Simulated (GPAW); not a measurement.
# linear Cr chain, spacing 2.497 A: parallel, opposed and spinless runs

Wanted: the moments of linear Cr chain, spacing 2.497 A and the energy of each order that was tried.

Main program and level: GPAW 26.7.0; RPBE; plane waves with GPAW's PAW setups, scalar-relativistic.

Most raw output is cut from this account.

### 1. Starting point

The cell holds 1 atom: 1 Cr. Cell: a = 12.000 Å, b = 12.000 Å, c = 2.497 Å, α = 90.0°, β = 90.0°, γ = 90.0°. model lattice. Vacuum lies along a and b. The structure's axis is c.

Structure file:

```
Cr
1.0
    12.00000    0.00000    0.00000
     0.00000   12.00000    0.00000
     0.00000    0.00000    2.49700
Cr
1
Direct
  0.50000 0.50000 0.00000
```

### 2. Order 1, typed as ferro +

The parallel start comes first: it fits the smallest cell, keeps the most symmetry and shows whether parallel moments form.

order1.py reads:

```python
import json
import numpy as np
from ase import Atoms
from ase.parallel import paropen, parprint
from gpaw import GPAW

atoms = Atoms(['Cr'],
    cell=[[12.0, 0.0, 0.0],
         [0.0, 12.0, 0.0],
         [0.0, 0.0, 2.497]],
    scaled_positions=[[0.5, 0.5, 0.0]],
    pbc=True,
    magmoms=[2.5])
atoms.calc = GPAW(mode={'name': 'pw', 'ecut': 660.0},
    xc='RPBE',
    kpts={'size': (1, 1, 12), 'gamma': True},
    occupations={'name': 'fermi-dirac', 'width': 0.1},
    convergence={'density': 1e-05, 'energy': 1e-05},
    maxiter=200,
    mixer={'name': 'pulay', 'beta': 0.02, 'nmaxold': 9, 'weight': 100},
    symmetry={'tolerance': 1e-4},
    txt='order1.txt')
e = atoms.get_potential_energy(force_consistent=True)
res = {'free_energy': e, 'energy_sigma0': atoms.get_potential_energy(), 'fermi_energy': atoms.calc.get_fermi_level()}
res['moments'] = atoms.get_magnetic_moments().tolist()
res['total'] = atoms.get_magnetic_moment()
parprint('site moments (muB):', np.round(res['moments'], 3))
parprint(f"total moment: {res['total']:.3f} muB")
parprint(f'free energy: {e:.6f} eV')
atoms.calc.write('order1.gpw')
with paropen('results.json', 'w') as f:
    json.dump(res, f)
```

On the command line:

```bash
> OMP_NUM_THREADS=1 python3 order1.py > order1.log
```

Run time: 55 s. Hardware: 1 MPI rank of Intel Xeon Platinum 8488C (Sapphire Rapids), shared host; peak memory 0.35 GiB.

This step gave:

```yaml
magnetization: 5.155 μB
final_state: ferromagnetic
largest_moment: 3.911 μB
```

After 35 cycles the largest moment stands at 3.91 μB.

### 3. Order 2, typed as antiferro q=(0,0,1/2) +-

Another pattern of signs weighs the neighbour shells otherwise.

The cell is doubled to 2 atoms to hold this order. Its mesh is chosen so that both cells sample the same points.

order2.py is the script of step 2 with these lines changed:

```diff
@@ -6,12 +6,13 @@
 
-atoms = Atoms(['Cr'],
+atoms = Atoms(['Cr', 'Cr'],
     cell=[[12.0, 0.0, 0.0],
          [0.0, 12.0, 0.0],
-         [0.0, 0.0, 2.497]],
-    scaled_positions=[[0.5, 0.5, 0.0]],
+         [0.0, 0.0, 4.994]],
+    scaled_positions=[[0.5, 0.5, 0.0],
+         [0.5, 0.5, 0.5]],
     pbc=True,
-    magmoms=[2.5])
+    magmoms=[2.5, -2.5])
 atoms.calc = GPAW(mode={'name': 'pw', 'ecut': 660.0},
     xc='RPBE',
-    kpts={'size': (1, 1, 12), 'gamma': True},
+    kpts={'size': (1, 1, 6), 'gamma': True},
     occupations={'name': 'fermi-dirac', 'width': 0.1},
@@ -21,3 +22,3 @@
     symmetry={'tolerance': 1e-4},
-    txt='order1.txt')
+    txt='order2.txt')
 e = atoms.get_potential_energy(force_consistent=True)
@@ -29,3 +30,3 @@
 parprint(f'free energy: {e:.6f} eV')
-atoms.calc.write('order1.gpw')
+atoms.calc.write('order2.gpw')
 with paropen('results.json', 'w') as f:
```

On the command line:

```bash
> OMP_NUM_THREADS=1 python3 order2.py > order2.log
```

Elapsed: 92 s, on 1 MPI rank; peak memory 0.57 GiB.

Numbers from this step:

| Item | Value |
| --- | --- |
| magnetization | 0 μB |
| final state | antiferromagnetic |
| largest moment | 3.766 μB |

It lies 480 meV a seeded atom under the first start, and its largest moment is 3.77 μB against 3.91 μB.

### 4. Start 3: no spin polarisation

This run holds no moments, which gives a state to set the others against.

nospin.py reads:

```python
import json
import numpy as np
from ase import Atoms
from ase.parallel import paropen, parprint
from gpaw import GPAW

atoms = Atoms(['Cr'],
    cell=[[12.0, 0.0, 0.0],
         [0.0, 12.0, 0.0],
         [0.0, 0.0, 2.497]],
    scaled_positions=[[0.5, 0.5, 0.0]],
    pbc=True)
atoms.calc = GPAW(mode={'name': 'pw', 'ecut': 660.0},
    xc='RPBE',
    kpts={'size': (1, 1, 12), 'gamma': True},
    occupations={'name': 'fermi-dirac', 'width': 0.1},
    convergence={'density': 1e-05, 'energy': 1e-05},
    maxiter=200,
    mixer={'name': 'pulay', 'beta': 0.02, 'nmaxold': 9, 'weight': 100},
    symmetry={'tolerance': 1e-4},
    txt='nospin.txt')
e = atoms.get_potential_energy(force_consistent=True)
res = {'free_energy': e, 'energy_sigma0': atoms.get_potential_energy(), 'fermi_energy': atoms.calc.get_fermi_level()}
parprint(f'free energy: {e:.6f} eV')
atoms.calc.write('nospin.gpw')
with paropen('results.json', 'w') as f:
    json.dump(res, f)
```

On the command line:

```bash
> OMP_NUM_THREADS=1 python3 nospin.py > nospin.log
```

Wall time 25 s (1 MPI rank); peak memory 0.27 GiB.

Numbers from this step:

| Item | Value |
| --- | --- |
| final state | non-magnetic (no spin polarisation) |

It lies 1863 meV a seeded atom over the first start.

### 5. An attempt with other settings

A slip in the input shows what the program catches and what it lets pass.

run.py reads:

```python
import json
import numpy as np
from ase import Atoms
from ase.parallel import paropen, parprint
from gpaw import GPAW

atoms = Atoms(['Cr'],
    cell=[[12.0, 0.0, 0.0],
         [0.0, 12.0, 0.0],
         [0.0, 0.0, 2.497]],
    scaled_positions=[[0.5, 0.5, 0.0]],
    pbc=True,
    magmoms=[2.5])
atoms.calc = GPAW(mode={'name': 'pw', 'ecut': 660.0},
    xc='RPBE',
    kpts={'size': (0, 1, 12), 'gamma': True},
    occupations={'name': 'fermi-dirac', 'width': 0.1},
    convergence={'density': 1e-05, 'energy': 1e-05},
    maxiter=50,
    mixer={'name': 'pulay', 'beta': 0.02, 'nmaxold': 9, 'weight': 100},
    symmetry={'tolerance': 1e-4},
    txt='run.txt')
e = atoms.get_potential_energy(force_consistent=True)
res = {'free_energy': e, 'energy_sigma0': atoms.get_potential_energy(), 'fermi_energy': atoms.calc.get_fermi_level()}
res['moments'] = atoms.get_magnetic_moments().tolist()
res['total'] = atoms.get_magnetic_moment()
parprint('site moments (muB):', np.round(res['moments'], 3))
parprint(f"total moment: {res['total']:.3f} muB")
parprint(f'free energy: {e:.6f} eV')
atoms.calc.write('run.gpw')
with paropen('results.json', 'w') as f:
    json.dump(res, f)
```

On the command line:

```bash
> OMP_NUM_THREADS=1 python3 run.py > run.log
```

Wall time 1.4 s (1 MPI rank); peak memory 0.11 GiB.

The program refused the input before any cycle.

The program's message: “ZeroDivisionError: float division by zero”

The fault put into the input: a mesh with a zero.

Each count of the mesh must be at least 1.

### 6. Ranking

These are free energies at a smearing of 0.1 eV, so its entropy term is in the differences. They are divided by the number of seeded atoms, so that cells of unlike size compare. Wavevectors q in the names are fractions of the reciprocal vectors of the first run's cell.

Orders:

```
                   start        final state  typed order kept  energy over the lowest (meV a seeded atom)  largest site moment (μB)  net moment (μB a primitive cell)  mesh matched  CPU time (s)
                 ferro +      ferromagnetic               yes                                       479.7                     3.911                             5.155           yes         55.04
antiferro q=(0,0,1/2) +-  antiferromagnetic               yes                                           0                     3.766                                 0           yes         91.86
    no spin polarisation       non-magnetic                 -                                        2343                         0                                 0           yes         25.24
```

### 7. What came out

```json
{"lowest state found": "antiferromagnetic (typed antiferro q=(0,0,1/2) +-)", "largest site moment": "3.77 μB", "next state": "ferromagnetic, 480 meV a seeded atom higher", "energy gained by spin polarisation": "2343 meV a seeded atom"}
```

The lowest state found is antiferromagnetic, reached from the start antiferro q=(0,0,1/2) +-, with moments up to 3.77 μB. The next state costs 480 meV a seeded atom. Only 3 starts are shown; other collinear patterns, canted and longer-period orders are not.

[Logs and program files are shortened in this print: banners, set-up blocks, solver, clock and traceback lines can be left out without a mark of their own.]

[Logs are printed without paths, hosts, clocks, repeated set-up lines and the standing remarks that a program may print on its own settings, such as how far it seeks lower states.]

[Hosts, paths, dates, database ids (printed as entryN), source tags and the programs' standing remarks are cut or masked in the printed files.]

[Where a cell is said to come from a database of computed structures, the database is the Materials Project.]
